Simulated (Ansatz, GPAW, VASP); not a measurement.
## Ag: 3 runs at one level of theory

```xyz
1
Lattice="0.0000 2.0427 2.0427 2.0427 0.0000 2.0427 2.0427 2.0427 0.0000" Properties=species:S:1:pos:R:3 pbc="T T T"
Ag    0.0000    0.0000    0.0000
```

Alike in all runs: task single point; functional PBE; k mesh 11 × 11 × 11; occupations gaussian, width 0.05 eV; no spin polarisation; no spin-orbit coupling. Pressure is positive in compression and, in plane waves, holds the error of the finite cutoff.

```json
{"program and potentials": "Ansatz, all-electron LAPW, scalar-relativistic", "plane-wave cutoff (eV)": "-", "notes": "-", "pressure (GPa)": "4.28"}
{"program and potentials": "VASP, PBE PAW files Ag, 520 eV", "plane-wave cutoff (eV)": "520", "notes": "11 valence electrons an atom on average", "pressure (GPa)": "4.13"}
{"program and potentials": "GPAW, GPAW PAW data sets (gpaw-data 1.2.1)", "plane-wave cutoff (eV)": "600", "notes": "17 valence electrons an atom on average", "pressure (GPa)": "4.22"}
```

The pressure spans 4.13 (VASP, PBE PAW files Ag, 520 eV) to 4.28 GPa (Ansatz, all-electron LAPW, scalar-relativistic), with all-electron results at 4.28.

Differences between rows come from potentials, basis sets and numerical settings, since the functional is the same but for its coding. Runs on potential files found faulty are left out.

All three runs put silver under clear compression at this volume, and they differ from one another by far less than the pressure itself. The tendency to expand therefore belongs mainly to the functional, not to a particular potential or basis. The cell is close to the experimental one, at which real silver is essentially stress-free, so the positive pressure reflects the familiar underbinding of late 4d metals by PBE. With the 4d shell filled, cohesion rests largely on the sp electrons and their hybridisation with the d states, while closed-shell repulsion opposes contraction. PBE's gradient correction weakens this cohesion, and the missing dispersion attraction between the polarisable d shells probably adds to the deficit.

Treating the 4p semicore as valence may help bring GPAW nearer to the all-electron value than VASP, but differences in data set construction and basis could do the same. A single volume fixes the direction of the lattice error, but neither the equilibrium lattice constant nor the bulk modulus.
